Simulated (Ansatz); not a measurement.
Reactions of `CO[SiH2][SeH]`.

Isolated molecules relaxed with PBE0-D4/def2-TZVP in Ansatz; ΔE leaves out vibrations. CBS: MP2 limit from def2 TZ/QZ plus the TZ coupled-cluster correction, frozen cores. This one scheme is used for every species. def2 core potentials past Kr. For Ge, Se, Sn, Te outer-core shells are correlated without core-valence functions, which leaves a few kJ/mol of doubt a bond. Scalar relativity is left out up to krypton. Each species was taken in one conformer, which may not be the lowest.

| reaction | MP2/CBS(def2) (eV) | CCSD(T)/CBS(def2) (eV) |
| --- | --- | --- |
| `CO[SiH2][SeH]` + acetic acid → `CO[SiH2]OC(C)=O` + H₂Se | -0.32 | -0.36 |
| `CO[SiH2][SeH]` + `C[O][GeH3]` → `C[O][GeH2][SeH]` + `CO[SiH3]` | -0.04 | -0.04 |
| `CO[SiH2][SeH]` + `C[O][SnH3]` → `C[O][SnH2][SeH]` + `CO[SiH3]` | -0.29 | -0.27 |
| `CO[SiH2][SeH]` + `O=CO[SiH3]` → `O=C([SeH])O[SiH3]` + `CO[SiH3]` | 0.97 | 0.96 |
| `CO[SiH2][SeH]` + `[GeH3][CH]=[Se]` → `C[C]([GeH3])=[Se]` + `O[SiH2][SeH]` | -0.95 | -0.85 |
| `CO[SiH2][SeH]` + `CNBN` → `CN(C)BN` + `O[SiH2][SeH]` | -0.42 | -0.38 |
| `CO[SiH2][SeH]` + CH₃SH → `CO[SiH2]SC` + H₂Se | -0.06 | -0.06 |
| `CO[SiH2][SeH]` + H₂Te → `[SeH][SiH2][TeH]` + CH₃OH | 0.23 | 0.30 |
| `CO[SiH2][SeH]` + H₂Se → `[SeH][SiH2][SeH]` + CH₃OH | 0.23 | 0.27 |
| `CO[SiH2][SeH]` + silanol → `CO[SiH2][SiH2]O` + H₂Se | 0.96 | 0.84 |

Largest T1 diagnostic: 0.016, for `O=CO[SiH3]`.
